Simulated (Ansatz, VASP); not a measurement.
Y: VASP beside Ansatz

```
Y
1.0
     3.65710    0.00000    0.00000
    -1.82855    3.16715    0.00000
     0.00000    0.00000    5.67407
Y
2
Direct
  0.33333 0.66667 0.25000
  0.66667 0.33333 0.75000
```

Alike in both runs: functional PBE; k mesh 15 × 15 × 8; occupations gaussian, width 0.1 eV; no spin polarisation.

Ansatz relaxed the structure, and its values are those at the end. VASP's run is a single point on that final structure, the one shown.

|  | VASP | Ansatz |
| --- | --- | --- |
| version | VASP 6.6.1 | Ansatz 0.2.0 |
| potentials or method | VASP PAW PBE potentials, release 64 (Y_sv) | scalar-relativistic, plane waves, PAW |
| plane-wave cutoff (eV) | 520 | 420 |
| valence electrons in the cell | 22 | 22 |

```csv
,VASP,Ansatz,Ansatz less VASP
gap on the k mesh at the Fermi level (eV),none,none,-
pressure (GPa),-0.1,0.0,+0.11
```

A gap of «none» marks a metal or a gap that the smearing closes. With one functional, cell and mesh, what is left measures potentials, basis and numerics.
